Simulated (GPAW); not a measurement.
AlNi:

```
CELL_PARAMETERS angstrom
1.93869 -1.95319 0.00000
1.93869 1.95319 0.00000
0.00000 0.00000 3.09943
ATOMIC_POSITIONS crystal
Ni 0.50000 0.50000 0.50000
Al 0.00000 0.00000 0.00000
```

The cell comes from a database or a generator and needn't be the stable form of this composition.

Base run:

* Program: GPAW 26.7.0
* Functional: PBEsol
* Potentials or basis: PAW data sets generated in the run's folder for this functional
* Cutoff: 600 eV
* Basis: pw
* k mesh: 7 × 7 × 6
* Occupations: fermi-dirac, width 0.05 eV
* Spin: collinear spin, ferromagnetic start
* Starting moments: [1.0, 0.0] μB
* Hubbard terms: Ni d U = 1 eV

Its results: pressure 0.7 GPa; net moment 0.00 μB per cell.

Task: The run is repeated on the same cell with these changes: hubbard terms from Ni d U = 1 eV to Ni d U = 4 eV. What comes out?

Result: Pressure -1.2 GPa; net moment 0.21 μB per cell; site moments Ni +0.23; Al +0.00 μB.

Caveats: the stock nickel data set gives pressures a few GPa off other programs; the U is typed as a test and isn't derived for this compound.

Not every run made on this cell is shown here.
